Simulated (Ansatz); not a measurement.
Runs of Ansatz 0.2.0 on TiB2. Symmetry: P6/mmm, No. 191, hexagonal system. Conventional cell: a = 3.029 Å, b = 3.029 Å, c = 3.228 Å, α = 90.00°, β = 90.00°, γ = 120.00°. Ti (site symmetry 6/mmm) is surrounded by 12 B at 2.38 Å. B (site symmetry -6m2) has 3 B at 1.75 Å as nearest neighbours. 

```csv
task,level,cell,cutoff (eV),points for each segment of the path,gap on the mesh (eV),pressure (GPa),relaxed volume (Å³/atom)
band structure,r2SCAN,as given,500,14,none,-1.1,-
relaxation of cell and atoms,BLYP,relaxed,420,-,-,0.0,8.80
relaxation of cell and atoms,revPBE,relaxed,420,-,-,0.0,8.68
band structure,BLYP,as given,420,14,none,(a),-
```

Alike in all rows: potentials or basis Ansatz PAW; no spin polarisation; k mesh 10 × 10 × 8; smearing fermi-dirac 0.05 eV.

Fill in the values left out.

(a) 6.6.

Caveats: the PAW data sets come from PBE, with cores solved anew for the run's functional, which leaves a small shift of forces and pressure; the plane-wave basis is chosen anew once the cell has moved, so the energies of steps on either side of that aren't comparable (some runs).

A gap of «none» marks a metal or a gap under the smearing width.

Runs at the PBE level aren't shown here.
